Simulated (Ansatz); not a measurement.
All numbers below come from DFT PBE, scalar-relativistic, plane waves, PAW (Ansatz). All cells share a 420 eV cutoff and Γ-centred k meshes spaced at most about 0.3 Å⁻¹ (about 0.25 or finer for metals, 2π included). No spin polarisation in the final relaxations.

These are static total energies at zero pressure.

Two relaxed structures of Cd2HgTe3:

A.

```xyz
6
Lattice="4.6900 0.0000 0.0000 -2.3450 4.0616 0.0000 0.0000 0.0000 11.4735" Properties=species:S:1:pos:R:3 pbc="T T T"
Cd    0.0000    0.0000    0.0064
Cd    2.3450    1.3539    3.8249
Hg    0.0000    2.7078    7.6489
Te    0.0000    0.0000    8.6130
Te    0.0000    2.7078    4.7689
Te    2.3450    1.3539    0.9533
```

B.

```xyz
6
Lattice="4.3364 0.0000 0.0000 -2.1682 3.7554 0.0000 0.0000 0.0000 10.6420" Properties=species:S:1:pos:R:3 pbc="T T T"
Cd    0.0000    2.5036    7.0949
Cd    2.1682    1.2518    3.5471
Hg    0.0000    0.0000    0.0000
Te    0.0000    0.0000    5.3210
Te    0.0000    2.5036    1.8158
Te    2.1682    1.2518    8.8262
```

Question: Which would you expect to be lower, and how large is the difference?

Answer: A is lower, by 176 meV/atom. A has Cd and Hg ordered on zinc blende sites, space group P3m1 (No. 156), 36.4 Å³/atom and no gap on its mesh; B has Cd and Hg ordered on rock salt sites, space group P-3m1 (No. 164), 28.9 Å³/atom and no gap. Counting Te atoms around Cd and Hg (those within 1.25 times the shortest such distance or 1.15 times the sum of covalent radii), A has Cd 4, Hg 4 and B has Cd 6, Hg 6. The lower one is the more open, so pressure narrows the difference. Both come from invented guesses.

Spin–orbit coupling, which can matter for Hg and Te, is left out. Cells relaxed within their symmetry can be saddle points.
